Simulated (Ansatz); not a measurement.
Input and command of a plane-wave DFT calculation in Ansatz:

```yaml
crystal:
  lattice:
    - [4.0712986163, 0.0, 0.0]
    - [0.0, 4.0712986163, 0.0]
    - [0.0, 0.0, 4.0712986163]
  atoms:
    - { symbol: Sc, position: [0.0029004709, -0.0029004709, 0.0] }
    - { symbol: Al, position: [0.5, 0.0, 0.5] }
    - { symbol: Al, position: [0.0, 0.5, 0.5] }
    - { symbol: Al, position: [0.5, 0.5, 0.0] }
basis:
  ecutwfc: 420
kpoints:
  mp_grid: { grid: [12, 12, 12] }
hamiltonian:
  xc: pbesol
scf:
  occupations: { method: gaussian, width: 0.15 }
output:
  forces: true
  stress: true
  eigenvalues: true
```

```bash
ansatz run input.yaml --threads 1 --pin off --max-ram 2560MiB --backend cpu --events-out ev --progress --plain --runs-dir out
```

Processor: Arm Neoverse V2, 1 thread, on a host shared with other jobs.

Task: Estimate time, memory and problem size.

Result: About 23 s on 1 thread of Arm Neoverse V2, with other jobs on the host, peak memory 0.57 GiB. It solves 14 bands at 301 k points (the mesh reduced by symmetry) with about 1357 plane waves, in 6 SCF iterations.
